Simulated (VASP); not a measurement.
All values below come from SCAN meta-GGA, VASP's PBE PAW potentials (set 64) (plane waves; VASP).

Input for VASP

### POSCAR
```
CsCl
1.0
  4.0783809929   0.0000000000   0.0000000000
  0.0000000000   4.0783809929   0.0000000000
  0.0000000000   0.0000000000   4.0783809929
Cs Cl
1 1
Cartesian
  0.0000000000   0.0000000000   0.0000000000
  2.0391904964   2.0391904964   2.0391904964
```

INCAR:
```
ALGO = Normal
EDIFF = 1E-7
ENCUT = 520
ISIF = 2
ISMEAR = 0
LASPH = T
LCHARG = F
LMAXMIX = 4
LMIXTAU = T
LREAL = F
LWAVE = F
METAGGA = SCAN
NELM = 100
PREC = Accurate
SIGMA = 0.05
SYSTEM = CsCl
```

### KPOINTS
```
Automatic mesh
0
gamma
  7 7 7
```

POTCAR, in this order: Cs_sv Cl (PBE.64 set). Program: vasp_std.

The resulting files:

File OUTCAR:
```
 ion  position               nearest neighbor table
   1  0.000  0.000  0.000-
   2  0.500  0.500  0.500-
  LATTYP: Found a simple cubic cell.
 ALAT       =     4.0783809929
 Subroutine PRICEL returns:
 Original cell was already a primitive cell.
 Subroutine GETGRP returns: Found 48 space group operations
The static configuration has the point symmetry O_h .
The dynamic configuration has the point symmetry O_h .
 Subroutine INISYM returns: Found 48 space group operations
 Subroutine IBZKPT returns following result:
 Found     20 irreducible k-points:

 Following reciprocal coordinates:
            Coordinates               Weight
  0.000000  0.000000  0.000000      1.000000
  0.142857  0.000000  0.000000      6.000000
  0.285714  0.000000  0.000000      6.000000
  0.428571  0.000000  0.000000      6.000000
  0.142857  0.142857  0.000000     12.000000
  0.285714  0.142857  0.000000     24.000000
  0.428571  0.142857  0.000000     24.000000
  0.285714  0.285714  0.000000     12.000000
  0.428571  0.285714  0.000000     24.000000
...
```

### OSZICAR
```
       N       E                     dE             d eps       ncg     rms          rms(c)
DAV:   1     0.491183030635E+02    0.49118E+02   -0.71514E+03   480   0.118E+03
DAV:   2    -0.470235224261E+02   -0.96142E+02   -0.89958E+02   768   0.191E+02
DAV:   3    -0.541672343384E+02   -0.71437E+01   -0.71155E+01   588   0.581E+01
DAV:   4    -0.542416188060E+02   -0.74384E-01   -0.74267E-01   552   0.722E+00
DAV:   5    -0.542426206472E+02   -0.10018E-02   -0.10017E-02   604   0.841E-01    0.239E+00
DAV:   6    -0.497940766350E+02    0.44485E+01   -0.81798E-01   516   0.855E+00    0.220E+00
DAV:   7    -0.495106254087E+02    0.28345E+00   -0.73979E-01   524   0.729E+00    0.658E-01
DAV:   8    -0.507559352454E+02   -0.12453E+01   -0.48259E-01   488   0.605E+00    0.129E+00
DAV:   9    -0.501812477832E+02    0.57469E+00   -0.24158E-01   480   0.553E+00    0.444E-01
DAV:  10    -0.501321423396E+02    0.49105E-01   -0.42233E-01   480   0.664E+00    0.124E-01
DAV:  11    -0.501339007437E+02   -0.17584E-02   -0.21138E-02   528   0.185E+00    0.187E-01
DAV:  12    -0.501247533100E+02    0.91474E-02   -0.11509E-03   548   0.374E-01    0.198E-01
DAV:  13    -0.501453217054E+02   -0.20568E-01   -0.91991E-03   508   0.111E+00    0.262E-02
DAV:  14    -0.501453716677E+02   -0.49962E-04   -0.11068E-04   592   0.116E-01    0.227E-02
DAV:  15    -0.501451372195E+02    0.23445E-03   -0.49732E-05   524   0.973E-02    0.249E-02
DAV:  16    -0.501453383219E+02   -0.20110E-03   -0.20761E-04   504   0.177E-01    0.156E-02
DAV:  17    -0.501453451753E+02   -0.68533E-05   -0.28575E-05   524   0.746E-02    0.988E-03
DAV:  18    -0.501453426679E+02    0.25074E-05   -0.56474E-06   556   0.304E-02    0.716E-03
DAV:  19    -0.501453432477E+02   -0.57977E-06   -0.17722E-06   528   0.197E-02    0.465E-03
DAV:  20    -0.501453433263E+02   -0.78605E-07   -0.11309E-06   532   0.137E-02    0.229E-03
DAV:  21    -0.501453436302E+02   -0.30398E-06   -0.18160E-07   404   0.622E-03    0.139E-03
DAV:  22    -0.501453440453E+02   -0.41508E-06   -0.47418E-08   376   0.274E-03    0.644E-04
DAV:  23    -0.501453445047E+02   -0.45939E-06   -0.38949E-08   348   0.248E-03    0.211E-04
DAV:  24    -0.501453445980E+02   -0.93243E-07   -0.25137E-08   316   0.253E-03
   1 F= -.50145345E+02 E0= -.50145345E+02  d E =-.155029E-12
```

OUTCAR:
```
------------------------ aborting loop because EDIFF is reached ----------------------------------------
  FORCE on cell =-STRESS in cart. coord.  units (eV):
  Direction    XX          YY          ZZ          XY          YZ          ZX
  --------------------------------------------------------------------------------------
  Total        0.2898392      0.2898392      0.2898392     -0.0000000      0.0000000     -0.0000000
  in kB        6.8454871      6.8454871      6.8454871     -0.0000000      0.0000000     -0.0000000
  external PRESSURE =       6.8454871 kB  Pullay stress =       0.0000000 kB
  volume of cell :       67.84
      direct lattice vectors                 reciprocal lattice vectors
     4.078380993  0.000000000  0.000000000     0.245195337  0.000000000  0.000000000
     0.000000000  4.078380993  0.000000000     0.000000000  0.245195337  0.000000000
     0.000000000  0.000000000  4.078380993     0.000000000  0.000000000  0.245195337
 POSITION                                       TOTAL-FORCE (eV/Angst)
 -----------------------------------------------------------------------------------
      0.00000      0.00000      0.00000         0.000000      0.000000      0.000000
      2.03919      2.03919      2.03919         0.000000      0.000000      0.000000
 -----------------------------------------------------------------------------------
    total drift:                                0.000000      0.000000     -0.000000
  FREE ENERGIE OF THE ION-ELECTRON SYSTEM (eV)
  ---------------------------------------------------
  free  energy   TOTEN  =       -50.1453445980 eV

  energy  without entropy=      -50.1453445980  energy(sigma->0) =      -50.14534460
```
(Selected blocks of OUTCAR.)

**OUTCAR**
```
 val. band max:       -0.5366643740   @ k =   0.0000   0.0000   0.0000

 cond. band min:       5.3333860514   @ k =   0.0000   0.0000   0.0000


 Fermi energy:        -0.3065113351

 k-point     1 :       0.0000    0.0000    0.0000
  band No.  band energies     occupation
      1     -20.4383      2.00000
      2     -13.3444      2.00000
      3      -6.4597      2.00000
      4      -6.4597      2.00000
      5      -6.4597      2.00000
      6      -0.5367      2.00000
      7      -0.5367      2.00000
      8      -0.5367      2.00000
      9       5.3334      0.00000
     10       5.3334      0.00000
     11       5.6563      0.00000
     12      10.3803      0.00000

 k-point     2 :       0.1429    0.0000    0.0000
  band No.  band energies     occupation
      1     -20.4199      2.00000
      2     -13.3545      2.00000
      3      -6.5797      2.00000
      4      -6.4300      2.00000
      5      -6.4300      2.00000
      6      -0.8099      2.00000
      7      -0.5849      2.00000
      8      -0.5849      2.00000
      9       5.4796      0.00000
     10       5.8365      0.00000
     11       6.1663      0.00000
     12      10.2021      0.00000

 k-point     3 :       0.2857    0.0000    0.0000
  band No.  band energies     occupation
      1     -20.3779      2.00000
      2     -13.3798      2.00000
      3      -6.8237      2.00000
      4      -6.3614      2.00000
      5      -6.3614      2.00000
      6      -1.3396      2.00000
      7      -0.6973      2.00000
      8      -0.6973      2.00000
      9       5.8818      0.00000
     10       6.9137      0.00000
     11       7.5344      0.00000
     12       9.9452      0.00000

 k-point     4 :       0.4286    0.0000    0.0000
  band No.  band energies     occupation
      1     -20.3435      2.00000
      2     -13.4027      2.00000
      3      -6.9972      2.00000
      4      -6.3042      2.00000
      5      -6.3042      2.00000
      6      -1.7082      2.00000
...
```

Unless said otherwise, spin-orbit coupling is left out, though it shifts the bands of the heavy elements here.

The compound is CsCl in the CsCl type structure. This cell is one point of a volume scan, at 0.97 of the reference volume.
